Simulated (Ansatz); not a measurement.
## MoP: pressure and energy less free atoms against volume per atom

All results are calculated (Ansatz 0.2.0). Periodic Kohn-Sham DFT of a crystal at fixed atoms; pressure and stress are positive in compression; the energy is the free energy less that of spherical unpolarised free atoms; site moments are those in the method's own spheres, positive along +z.

Cell of the first row (space group P-6m2, No. 187):
```
CELL_PARAMETERS angstrom
3.17940 0.00000 0.00000
-1.58970 2.75350 0.00000
0.00000 0.00000 3.14790
ATOMIC_POSITIONS crystal
Mo 0.00000 0.00000 0.00000
P 0.33333 0.66667 0.50000
```

Settings of every row: method all-electron LAPW; functional PBE; relativity scalar; k mesh 15x15x13; filling fermi-dirac; smearing width 0.08 eV; basis error target 0.25 meV/atom; nucleus gaussian.

Atom start moment: 0 on all atoms.

| row | volume per atom (Å³) | pressure (GPa) | energy less free atoms (eV/atom) |
| --- | --- | --- | --- |
| 1 | 13.779 | 13.258 | -8.7945 |
| 2 | 14.066 | 7.734 | -8.8132 |
| 3 | 14.353 | 2.771 | -8.8225 |
| 4 | 14.64 | ? | ? |
| 5 | 14.927 | -5.687 | -8.8168 |

Question: what pressure and energy less free atoms should row 4 give?

Worked fit of pressure. Take u = (V_r/V)^(2/3) − 1 with V_r = 14.21 Å³ an atom, which is twice the finite (Eulerian) strain; such expansions in the strain, on which the Birch-Murnaghan equation of state is built, carry the rest volume and the bulk modulus. The shown rows have u = 0.02075, 0.00681, -0.00665, -0.03228. Least squares give pressure = 5.178 + 368.718 × u + 995.53 × u² GPa; a straight line predicts inner rows, each left out in turn, worse (root mean square 0.44 against 0.0024 GPa). The rows lie off it by 0.000, -0.001, 0.001, 0.000. The pressure vanishes at u = -0.0146, or V = 14.53 Å³ an atom, and there the bulk modulus at fixed shape and fractions is B = −V dP/dV = (2/3)(1 + u) dP/du = 223 GPa. Letting shape and atoms relax would as a rule lower it, by much in layered, chain or molecular crystals. The withheld row has u = -0.01968, so the fit gives 5.178 + 368.718 × (-0.01968) + 995.53 × (-0.01968)² = -1.693 GPa.

The calculation gave -1.686 GPa. The fit lies 0.007 GPa (0.037 % of the column's range) below it; its largest miss of a shown row is 0.001 GPa.

Worked fit of energy less free atoms. Take u = (V_r/V)^(2/3) − 1 with V_r = 14.21 Å³ an atom, which is twice the finite (Eulerian) strain; such expansions in the strain, on which the Birch-Murnaghan equation of state is built, carry the rest volume and the bulk modulus. The shown rows have u = 0.02075, 0.00681, -0.00665, -0.03228. Least squares give energy less free atoms = −8.81897 + 0.6911 × u + 23.492 × u² eV/atom; a straight line predicts inner rows, each left out in turn, worse (root mean square 0.01 against 6e-05 eV/atom). All shown rows lie on it to the printed digit. Its lowest point lies at u = -0.0147, or V = 14.53 Å³ an atom, and the curvature there gives the bulk modulus at fixed shape and fractions, B = (4/9)(1 + u)² E″(u)/V = 224 GPa. Letting shape and atoms relax would as a rule lower it, by much in layered, chain or molecular crystals. The withheld row has u = -0.01968, so the fit gives −8.81897 + 0.6911 × (-0.01968) + 23.492 × (-0.01968)² = -8.8235 eV/atom.

The calculation gave -8.8234 eV/atom. The fit lies 0.0001 eV/atom (0.35 % of the column's range) below it, one unit of the last digit.
